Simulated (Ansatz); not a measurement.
Structures of TiB: which is lowest?

Plane-wave DFT in Ansatz with scalar-relativistic PAW potentials, cutoff 420 eV, Γ-centred meshes chosen by cell and gap, Gaussian smearing with energies taken to zero width. Every cell was relaxed (cell and atoms) in a run of its own, within the symmetry of its start. Functional: PBEsol.

Relaxed structures (starts from databases or built by putting these elements on another compound's sites):
A. P4/mmm, 2 atoms in the computed cell, a = 2.544 Å, c = 3.192 Å; sites (symmetry × multiplicity) Ti 4/mmm × 1, B 4/mmm × 1; start: built
B. Fm-3m, 2 atoms in the computed cell, a = 4.489 Å; sites (symmetry × multiplicity) Ti m-3m × 4, B m-3m × 4; start: built

Q: Rank them by energy. Could pressure change the order?

A:
| structure | group | E − E(lowest) (meV/atom) | V (Å³/atom) | gap on mesh (eV) |
| --- | --- | --- | --- | --- |
| B | Fm-3m | 0.0 | 11.31 | 0.00 |
| A | P4/mmm | 140 | 10.33 | 0.00 |

B is lowest, 140 meV/atom under A. A is denser by 0.98 Å³/atom, so pressure favours it: ΔE/ΔV, with ΔE in eV and 1 eV/Å³ = 160.2 GPa, gives about 23 GPa for equal enthalpy if both cells were rigid; at such pressures compression changes ΔV much, so this is a scale only. Other structures may lie lower than all of these, and vibrations aren't counted.